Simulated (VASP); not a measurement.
Here is a VASP 6.6.1 calculation.

The input INCAR:

```
SYSTEM = ZrO2
ALGO = Normal
EDIFF = 1E-6
ENCUT = 520
GGA = PE
ISIF = 2
ISMEAR = 0
IVDW = 12
LASPH = .TRUE.
LCHARG = .TRUE.
LELF = .TRUE.
LREAL = .FALSE.
LVHAR = .TRUE.
LWAVE = .FALSE.
NBANDS = 33
NELM = 100
PREC = Accurate
SIGMA = 0.02
```

Contents of KPOINTS:

```
k-points
0
G
  6 6 4
  0 0 0
```

File POSCAR:

```
ZrO2
1.0
    3.6010944447      0.0000000000      0.0000000000
    0.0000000000      3.6010944447      0.0000000000
    0.0000000000      0.0000000000      5.2224455602
Zr O
2 4
Direct
    0.0000000000      0.0000000000      0.0000000000
    0.5000000000      0.5000000000      0.5000000000
    0.0000000000      0.5000000000      0.1978605309
    0.0000000000      0.5000000000      0.6978605309
    0.5000000000      0.0000000000      0.3021394691
    0.5000000000      0.0000000000      0.8021394691
```

Potentials or basis: VASP PAW PBE potentials, release 64 (Zr_sv, O).

Command:

```console
$ cat potpaw_PBE.64/Zr_sv/POTCAR potpaw_PBE.64/O/POTCAR > POTCAR
$ mpirun -np 1 vasp_std > vasp.out
```

(1) What does it give for the largest force?

(2) Predict the pressure.

## Answers

(1) 0.018 eV/Å.

(2) 0.3 GPa.
